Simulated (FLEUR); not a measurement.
# W (Fm-3m) in FLEUR: further runs, part 2 of 2

FLEUR MaX-R8.1 (later development tree). The steps go on from the part before.

## 5. Equation of state, LDA, 16.73 Å³/atom

File inp.xml:

```xml
<?xml version="1.0" encoding="UTF-8" standalone="no"?>
<fleurInput fleurInputVersion="0.39">
   <comment>
      W                                                                                                   
   </comment>
   <calculationSetup>
      <cutoffs Kmax="4.1" Gmax="12.7" GmaxXC="12.7" numbands="0"/>
      <scfLoop itmax="60" minDistance="0.00001" maxIterBroyd="15" imix="Anderson" alpha="0.05" precondParam="0.0" spinf="2.0" sdNocoIR="T"/>
      <coreElectrons ctail="T" frcor="F" kcrel="0" coretail_lmax="0"/>
      <xcFunctional name="vwn" relativisticCorrections="F"/>
      <magnetism jspins="1"/>
      <soc l_soc="F" theta="0.0" phi="0.0" spav="F"/>
      <expertModes spex="0" secvar="F"/>
      <geometryOptimization l_f="F" forcealpha="1.0" forcemix="BFGS" epsdisp="0.00001" epsforce="0.00001"/>
      <ldaU l_linMix="F" mixParam="0.05" spinf="1.0"/>
   </calculationSetup>
   <cell>
      <bzIntegration valenceElectrons="28.0" mode="hist" fermiSmearingEnergy="0.00183747">
         <kPointListSelection listName="default-1"/>
         <!-- k-points included here -->
         <xi:include xmlns:xi="http://www.w3.org/2001/XInclude" href="kpts.xml"> </xi:include>
      </bzIntegration>
      <!-- symmetry operations included here -->
      <xi:include xmlns:xi="http://www.w3.org/2001/XInclude" href="sym.xml"> </xi:include>
      <bulkLattice scale="1.0000000000">
         <bravaisMatrix>
            <row-1>    0.0000000000000000     3.8361440329379994     3.8361440329379994</row-1>
            <row-2>    3.8361440329379994     0.0000000000000000     3.8361440329379994</row-2>
            <row-3>    3.8361440329379994     3.8361440329379994     0.0000000000000000</row-3>
         </bravaisMatrix>
      </bulkLattice>
   </cell>
   <atomSpecies>
      <species name="Tungsten (W)" element="W" atomicNumber="74">
         <mtSphere radius="2.46" gridPoints="829" logIncrement="0.016"/>
         <atomicCutoffs lmax="10" lnonsphr="10"/>
         <electronConfig flipSpins="F">
            <coreConfig>(1s1/2) (2s1/2) (2p1/2) (2p3/2) (3s1/2) (3p1/2) (3p3/2) (4s1/2) (3d3/2) (3d5/2) (4p1/2) (4p3/2) (4d3/2) (4d5/2)</coreConfig>
            <valenceConfig>(5s1/2) (5p1/2) (5p3/2) (6s1/2) (4f5/2) (4f7/2) (5d3/2) (5d5/2)</valenceConfig>
            <stateOccupation state="(5d3/2)" spinUp="0.800000" spinDown="0.800000"/>
            <stateOccupation state="(5d5/2)" spinUp="1.200000" spinDown="1.200000"/>
         </electronConfig>
         <energyParameters s="6" p="6" d="5" f="4"/>
         <lo type="SCLO" l="0" n="5" eDeriv="0"/>
         <lo type="SCLO" l="1" n="5" eDeriv="0"/>
         <lo type="SCLO" l="2" n="5" eDeriv="2"/>
         <lo type="SCLO" l="3" n="4" eDeriv="2"/>
      </species>
   </atomSpecies>
   <atomGroups>
      <atomGroup species="Tungsten (W)">
         <relPos label="                   1">.0000000000 .0000000000 .0000000000</relPos>
         <force calculate="T" relaxXYZ="TTT"/>
      </atomGroup>
   </atomGroups>
   <output dos="F" band="F" slice="F">
      <checks vchk="F" cdinf="F"/>
      <bandDOS minEnergy="-.5*Htr" maxEnergy="0.5*Htr" sigma="0.015" storeEVData="T"/>
      <vacuumDOS vacdos="F" integ="F" star="F" nstars="0" locx1="0.0" locy1="0.0" locx2="0.0" locy2="0.0" nstm="0" tworkf="0.0"/>
      <unfoldingBand unfoldBand="F" supercellX="1" supercellY="1" supercellZ="1"/>
      <plotting iplot="0" polar="F">
         <plot TwoD="T" vec1="  1.0  0.0  0.0" vec2="  0.0  1.0  0.0" vec3="  0.0  0.0  1.0" zero="  0.0  0.0  0.0" file="plot"/>
      </plotting>
      <chargeDensitySlicing numkpt="0" minEigenval="0.0" maxEigenval="0.0" nnne="0" pallst="F"/>
      <specialOutput eonly="F"/>
      <moessbauerParams electricFieldGradient="T" isomerShift="T" coreHyperfine="T" valenceHyperfine="T"/>
      <magneticCircularDichroism mcd="F" energyLo="-10.0" energyUp="0.0"/>
   </output>
  <!-- We include the file relax.xml here to enable relaxations (see documentation) -->
  <xi:include xmlns:xi="http://www.w3.org/2001/XInclude" href="relax.xml"> <xi:fallback/> </xi:include>
</fleurInput>
```

The run is started by

```sh
> inpgen -f crystal.txt -profile fastHighL
> # inp.xml edited to the form shown
> fleur_MPI
```

Run time: 8.9 s. Hardware: 1 thread of Intel Xeon Platinum 8559C (Emerald Rapids), shared host; peak memory 0.08 GiB.

Results (log left out):

```
Free energy                                           : -439647.2877 eV
Band gap on the k mesh                                : none (metal or under the smearing width)
Valence electrons inside the program's atomic spheres : W 25.85 (radii W 2.46 bohr)
```

## 6. Equation of state, LDA, 17.40 Å³/atom (volume scaled by 1.04)

inp.xml, as its differences from that of step 5:

```diff
@@ -24,3 +24,3 @@
       <xi:include xmlns:xi="http://www.w3.org/2001/XInclude" href="sym.xml"> </xi:include>
-      <bulkLattice scale="1.0000000000">
+      <bulkLattice scale="1.0131594038">
          <bravaisMatrix>
```

Potentials or basis: all-electron, FLAPW.

The run is started by

```sh
> inpgen -f crystal.txt -profile fastHighL
> # inp.xml edited to the form shown
> fleur_MPI
```

Run time: 10 s. Hardware: 1 thread of Intel Xeon Platinum 8559C (Emerald Rapids), shared host; peak memory 0.08 GiB.

It converged, with:

- Free energy: -439647.1950 eV
- Band gap on the k mesh: none (metal or under the smearing width)
- Valence electrons inside the program's atomic spheres: W 25.77 (radii W 2.46 bohr)

## 7. Equation of state, LDA, 17.73 Å³/atom (volume scaled by 1.06)

inp.xml, as its differences from that of step 6:

```diff
@@ -24,3 +24,3 @@
       <xi:include xmlns:xi="http://www.w3.org/2001/XInclude" href="sym.xml"> </xi:include>
-      <bulkLattice scale="1.0131594038">
+      <bulkLattice scale="1.0196128224">
          <bravaisMatrix>
```

The run is started by

```sh
> inpgen -f crystal.txt -profile fastHighL
> # inp.xml edited to the form shown
> fleur_MPI
```

It took 10 s on 1 thread of Intel Xeon Platinum 8559C (Emerald Rapids), shared host; peak memory 0.08 GiB.

Results (log left out):

| Quantity | Value |
| --- | --- |
| Free energy | -439647.1358 eV |
| Band gap on the k mesh | none (metal or under the smearing width) |
| Valence electrons inside the program's atomic spheres | W 25.73 (radii W 2.46 bohr) |

## 8. Equation of state, LDA

Potentials or basis: all-electron, FLAPW.

This step only gathers the single runs of the series.

What came out:

| Item | Value |
| --- | --- |
| Equilibrium volume | 15.72 Å³/atom (rough: see the caveat) |
| Bulk modulus | 323 GPa (rough) |

Energy against volume, from the lowest point:
```csv
volume (Å³/atom),energy (meV/atom)
15.727,0.00
16.062,7.27
16.731,58.93
17.400,151.68
17.735,210.87
```

Caveat: the minimum lies outside the volumes run. Spin-orbit coupling is left out, which matters for the levels of W.
